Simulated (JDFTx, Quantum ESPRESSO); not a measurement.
This is a calculation of AlN for Quantum ESPRESSO 7.5 (ASE script). Measurements of this composition are mostly on another form, of space group No. 186.

The input run.py:

```python
import numpy as np
from ase.calculators.espresso import Espresso, EspressoProfile
from ase.io import read

atoms = read('AlN.xyz')

input_data = {
    'control': {'calculation': 'scf', 'prefix': 'pwscf', 'outdir': './tmp', 'tprnfor': True, 'tstress': True, 'disk_io': 'nowf'},
    'system': {'ecutwfc': 60.0, 'ecutrho': 480.0, 'nbnd': 9, 'occupations': 'smearing', 'smearing': 'fd', 'degauss': 0.00367493},
    'electrons': {'conv_thr': 4e-10, 'electron_maxstep': 120, 'mixing_beta': 0.5},
}
pseudopotentials = {'N': 'N.pbe-n-radius_5.UPF', 'Al': 'Al.pbe-n-kjpaw_psl.1.0.0.UPF'}
profile = EspressoProfile(command='pw.x', pseudo_dir='pseudo')
atoms.calc = Espresso(profile=profile, input_data=input_data, pseudopotentials=pseudopotentials, kpts=(10, 10, 10), koffset=(0, 0, 0))

print(f'energy {atoms.get_potential_energy():.8f} eV')
print('forces (eV/A)')
print(np.round(atoms.get_forces(), 6))
print('stress (eV/A^3, Voigt)')
print(np.round(atoms.get_stress(), 8))
print(f'Fermi level {atoms.calc.get_fermi_level():.4f} eV')
```

File AlN.xyz:

```xyz
2
Lattice="0.0000000000 2.1839935596 2.1839935596 2.1839935596 0.0000000000 2.1839935596 2.1839935596 2.1839935596 0.0000000000" Properties=species:S:1:pos:R:3 pbc="T T T"
Al     0.0000000000      0.0000000000      0.0000000000
N      1.0919967798      1.0919967798      1.0919967798
```

Potentials or basis: SSSP 1.3 efficiency PBE.

The run is started by

```sh
$ OMP_NUM_THREADS=1 python run.py
```

Problem. What does the same run look like in JDFTx 1.7.0 (patched build)? Potentials or basis there: PseudoDojo-SR-PBE-0.5-standard, cutoff 1143 eV.

Solution. As run (cutoffs and basis follow the program's own potentials, and thresholds, step limits or extra output files can differ):

File AlN.in:

```
lattice \
    0.0000000000     2.1839935596     2.1839935596 \
    2.1839935596     0.0000000000     2.1839935596 \
    2.1839935596     2.1839935596     0.0000000000
latt-scale 1.889726124626 1.889726124626 1.889726124626
coords-type Lattice
ion Al     0.0000000000     0.0000000000     0.0000000000 1
ion N      0.2500000000     0.2500000000     0.2500000000 1

ion-species pseudo/Al.upf
ion-species pseudo/N.upf
elec-cutoff 42 336
elec-ex-corr gga-PBE
kpoint-folding 10 10 10
elec-smearing Fermi 0.0018374661
elec-n-bands 9
electronic-SCF nIterations 100 energyDiffThreshold 1e-09
electronic-minimize nIterations 30 energyDiffThreshold 1e-7
converge-empty-states yes
forces-output-coords Cartesian

dump-name run.$VAR
dump End Ecomponents EigStats BandEigs Kpoints Forces Stress ElecDensity Dtot KEdensity
```

Potentials or basis: PseudoDojo-SR-PBE-0.5-standard.

Command:

```console
$ jdftx -c 1 -i AlN.in -o AlN.out
```

Both were run:

|  | Quantum ESPRESSO | JDFTx |
| --- | --- | --- |
| Pressure | 5.0 GPa | 4.5 GPa |

Pressure is positive in compression.
